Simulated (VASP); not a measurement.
# CoO: DFT+U ground state, by Hubbard U and LDAUTYPE

CoO, R-3m (no. 166), 4 atoms in the cell.

| Hubbard U (eV) | LDAUTYPE | Hund's J (eV) | Form of DFT+U | Gap (eV) | Largest site moment (muB) | Time (s) |
|---|---|---|---|---|---|---|
| Co shell d, U 3.5 | 1 | 0.5 | Liechtenstein, U + J and J | 2.16 | 2.65 | 95 |
| Co shell d, U 3 | 1 | – | Liechtenstein, J = 0 | 2.03 | 2.63 | 103 |
| Co shell d, U 3.5 | 2 | 0.5 | Dudarev, U + J and J | 2.03 | 2.63 | 118 |
| Co shell d, U 3 | 2 | – | Dudarev, U alone | 2.03 | 2.63 | 109 |
| Co shell d, U 3, O shell p, U 2 | 2 | – | Dudarev, U on the anion p shell too | 2.05 | 2.64 | 105 |
| Co shell d, U 3.5 | 4 | 0.5 | type 4, U + J and J | 0.97 | 2.46 | 90 |
| – | – | – | none | 0.00 | 2.42 | 85 |

Limits: The cell is the same for all forms and was relaxed for none; total energies under different U or different forms can't be compared; magnetic orders weren't compared, so this needn't be the magnetic ground state.

## Input of the first row

INCAR:
```
SYSTEM = CoO
ALGO = Normal
AMIX = 0.2
AMIX_MAG = 0.8
BMIX = 1E-4
BMIX_MAG = 1E-4
EDIFF = 1E-6
ENCUT = 520
GGA = PE
ISIF = 2
ISMEAR = 0
ISPIN = 2
LASPH = .True.
LCHARG = .False.
LDAU = .True.
LDAUJ = 0.5 0
LDAUL = 2 -1
LDAUPRINT = 1
LDAUTYPE = 1
LDAUU = 3.5 0
LMAXMIX = 4
LORBIT = 11
LREAL = .False.
LWAVE = .False.
MAGMOM = 3 -3 0 0
NELM = 200
PREC = Accurate
SIGMA = 0.05
```

KPOINTS:
```
k-points
0
Gamma
  9 9 9
```

POSCAR:
```
CoO
1.0
    1.5054695445      0.8691832468      2.4399269062
   -1.5054695445      0.8691832468      2.4399269062
   -1.5054695445     -4.3459162340      2.4399269062
Co O
2 2
Direct
    0.0000000000      0.0000000000      0.0000000000
    0.5000000000      0.0000000000      0.5000000000
    0.7500000000      0.5000000000      0.2500000000
    0.2500000000      0.5000000000      0.7500000000
```

Commands:
```
cat potpaw_PBE.64/Co/POTCAR potpaw_PBE.64/O/POTCAR > POTCAR
mpirun -np 4 vasp_std > vasp.out
```

Changes of the last row against the first:
```
- LDAU = True
- LDAUTYPE = 1
- LDAUL = 2 -1
- LDAUU = 3.5 0
- LDAUJ = 0.5 0
- LDAUPRINT = 1
```

VASP 6.6.1 took 95 s on 4 cores (Intel Xeon 6975P-C (Granite Rapids)), a shared host.
